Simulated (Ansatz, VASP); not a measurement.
**One calculation of GdN, two programs**

File POSCAR:

```
GdN
1.0
    0.0000000000      2.5181789290      2.5181789290
    2.5181789290      0.0000000000      2.5181789290
    2.5181789290      2.5181789290      0.0000000000
Gd N
1 1
Direct
    0.5000000000      0.5000000000      0.5000000000
    0.0000000000      0.0000000000      0.0000000000
```

INCAR.step1

```
  ALGO = Normal
  EDIFF = 1E-4
  ENCUT = 520
  GGA = PE
  ISMEAR = 0
  ISPIN = 2
  LASPH = T
  LCHARG = F
  LDAU = T
  LDAUJ = 0 0
  LDAUL = 3 -1
  LDAUTYPE = 2
  LDAUU = 4 0
  LMAXMIX = 6
  LREAL = F
  LWAVE = T
  MAGMOM = 7.67 -0.18
  NBANDS = 22
  NELM = 150
  PREC = Accurate
  SIGMA = 0.05
```

INCAR.step2

```
  ALGO = Normal
  BPARAM = 11.95
  CPARAM = 0.0093
  EDIFF = 1E-6
  ENCUT = 520
  ISIF = 2
  ISMEAR = 0
  ISPIN = 2
  ISTART = 1
  IVDW_NL = 2
  LASPH = T
  LCHARG = F
  LDAU = T
  LDAUJ = 0 0
  LDAUL = 3 -1
  LDAUPRINT = 1
  LDAUTYPE = 2
  LDAUU = 4 0
  LMAXMIX = 6
  LMIXTAU = T
  LORBIT = 11
  LREAL = F
  LUSE_VDW = T
  LWAVE = F
  MAGMOM = 7.67 -0.18
  METAGGA = R2SCAN
  NBANDS = 22
  NELM = 150
  PREC = Accurate
  SIGMA = 0.05
```

The input KPOINTS:

```
k-points
0
Gamma
  8 8 8
```

Input for Ansatz:

```yaml
crystal:
  lattice:
    - [0.0, 2.518178929, 2.518178929]
    - [2.518178929, 0.0, 2.518178929]
    - [2.518178929, 2.518178929, 0.0]
  atoms:
    - { symbol: Gd, position: [0.5, 0.5, 0.5], spin: 7.66 }
    - { symbol: "N", position: [0.0, 0.0, 0.0] }
basis:
  ecutwfc: 500
  ecutrho_ratio: 4
kpoints:
  mp_grid: { grid: [8, 8, 8] }
hamiltonian:
  xc: r2scan
  dispersion: rvv10
  hubbard:
    sites:
      - { species: Gd, l: f, u_eff: 4.0, starting_ns: start.occupation_matrices }
    ns_hold: { iters: 6 }
scf:
  occupations: { method: gaussian, width: 0.05 }
  lower_state_search: "off"
output:
  forces: true
  stress: true
  eigenvalues: true
  populations: true
  hubbard: { sites: [{ species: Gd, l: f }] }
magnetization:
  spin_polarized: true
```

Alike in both runs: task single point; functional r2SCAN; dispersion rVV10; k mesh 8 × 8 × 8; occupations gaussian, width 0.05 eV; collinear spin; Hubbard terms Gd f U = 4.0 eV.

|  | VASP | Ansatz |
| --- | --- | --- |
| version | VASP 6.6.1 | Ansatz 0.2.0 |
| potentials or method | VASP PAW PBE potentials, release 64 (Gd, N) | scalar-relativistic, plane waves, PAW |
| plane-wave cutoff (eV) | 520 | 500 |
| valence electrons in the cell | 23 | 23 |

Ansatz gave:

* gap on the k mesh at the Fermi level (eV): none
* pressure (GPa): -5.9
* net moment per atom (μB): 3.50
* size of the moment on the site where the two differ most (μB): 6.97

**Question.** Estimate VASP's values.

**Answer.** gap on the k mesh at the Fermi level (eV): none; pressure (GPa): -5.7; net moment per atom (μB): 3.50; size of the moment on the site where the two differ most (μB): 6.83.

Site moments also hang on the region over which each program counts them. The programs project onto different local orbitals, so the same U acts differently. A gap of «none» marks a metal or a gap that the smearing closes. Ansatz warned: «filled_band_counts_differ_across_k_points».

Caveats: the PAW data sets were made with another functional, which shifts forces and pressure a little (VASP); spin-orbit coupling is left out, which moves the levels of the heavy elements; a cell with one magnetic atom can't hold antiferromagnetic order, which such compounds often take. The state reached can hang on the start; a lower one may exist.
